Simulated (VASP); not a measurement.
Here is a VASP 6.6.1 calculation.

File INCAR:

```
PREC = Accurate
ENCUT = 500
EDIFF = 1E-6
ISMEAR = 0
SIGMA = 0.02
LREAL = False
LASPH = True
NELM = 80
ALGO = Normal
ISIF = 2
LWAVE = False
LCHARG = False
GGA = PE
```

File KPOINTS:

```
regular mesh
0
Gamma
  5 5 5
```

The input POSCAR:

```
ZrO2
1.0
    0.0000000000      2.5450727058      2.5450727058
    2.5450727058      0.0000000000      2.5450727058
    2.5450727058      2.5450727058      0.0000000000
Zr O
1 2
Direct
    0.0000000000      0.0000000000      0.0000000000
    0.7500000000      0.7500000000      0.7500000000
    0.2500000000      0.2500000000      0.2500000000
```

Potentials or basis: VASP PAW PBE potentials, release 64 (Zr_sv_GW, O_GW).

Launch:

```bash
$ cat potpaw_PBE.64/Zr_sv_GW/POTCAR potpaw_PBE.64/O_GW/POTCAR > POTCAR
$ mpirun -np 1 vasp_std > vasp.out
```

**Question.** Estimate the pressure.

**Answer.** 2.6 GPa.

**Question.** Predict the band gap on the k mesh.

**Answer.** 3.55 eV, indirect (least direct gap 3.89 eV).

Caveat: the k mesh is coarse (spacing up to 0.43 Å⁻¹), so the values aren't converged; the cutoff is under 1.25 times the usual one of these potentials, so pressure, stress and relaxed cells hold a basis-set (Pulay) error; an odd mesh through Γ misses points on the zone boundary, where band edges often lie.
